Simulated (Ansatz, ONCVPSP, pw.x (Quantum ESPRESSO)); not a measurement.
# Ti (Z = 22): one change to the ONCV potential, in the atom and in the bcc crystal

```json
{"Element": "titanium", "Generator": "ONCVPSP 4.0.1", "Type": "optimised norm-conserving Vanderbilt (ONCV)", "Functional": "PBE", "Relativity": "scalar-relativistic", "Frozen core": "[Ne]", "Valence charge": "12", "Reference configuration": "3s2 3p6 3d2 4s1 4p1", "Partial waves": "3s+4s: rc 1.95 bohr, ncon 4, nbas 9, qcut 6.6 1/bohr, 2 projectors; 3p+4p: rc 2.15 bohr, ncon 4, nbas 7, qcut 6.7 1/bohr, 2 projectors; 3d: rc 2.60 bohr, ncon 4, nbas 8, qcut 6.8 1/bohr, 2 projectors, debl 3.3 Ha", "Local potential": "polynomial inside 1.80 bohr (lpopt 5, dvloc0 1 Ha)", "Core correction": "Teter function, fcfact 2.75, rcfact 1.4"}
```

Change: local potential polynomial inside 0.92 bohr (lpopt 5, dvloc0 1 Ha).

Cutoffs, loose and tight: the cutoffs (Ha) at which the residual kinetic energy of the hardest occupied pseudo-wave falls to 1 and 0.1 mHa per electron. They do not see the model core or the augmentation charge, which bear on the density cutoff. Test errors are all-electron minus pseudo excitation energies from the reference, over the configurations 3s2 3p6 3d2 4s2 4p0; 3s2 3p6 3d2 4s1 4p0; 3s2 3p6 3d2 4s0 4p0; 3s2 3p6 3d2 4s0 4p1; variants that change the core or the reference have their own tests.

Crystal test: bcc Ti in pw.x 7.5, no spin, 14³ k-points, Fermi–Dirac smearing 0.01 Ry, cutoffs set for each file from its atomic test. The reference is all-electron LAPW (Ansatz 0.2.0) with the same functional, mesh and smearing; V0 and B0 come from Birch–Murnaghan fits to the pressures at five volumes. Errors are pseudo minus all-electron; Δ is the rms difference of the E(V) curves that follow from these fits, minima aligned, over ±6 % about the mean V0. Mesh and smearing are coarse, so the numbers serve the comparison and aren't converged zero-temperature values; the lattice is a test structure that the element need not adopt.

All-electron: a0 = 3.264 Å (V0 = 17.38 Å³/atom), B0 = 104.1 GPa.

Task: Does the change bring the crystal closer to the all-electron result?

Result: The mean pressure error goes from +1.99 to +0.76 GPa, so the change moves the solid closer to the all-electron pressures.

```
                       quantity       base    changed
                 outcome (atom)  generated  generated
           cutoff, loose (atom)      16 Ha      16 Ha
           cutoff, tight (atom)      18 Ha      18 Ha
            bound ghosts (atom)       none       none
largest test error (meV) (atom)        -11        -10
           cutoffs in pw.x (Ry)     50/200     50/200
                         a0 (Å)      3.284      3.272
                   a0 error (%)      +0.63      +0.25
                   B0 error (%)       -2.2       -2.3
                   Δ (meV/atom)        7.4        2.9
      mean pressure error (GPa)      +1.99      +0.76
```

Base: This is a poor potential for the solid.
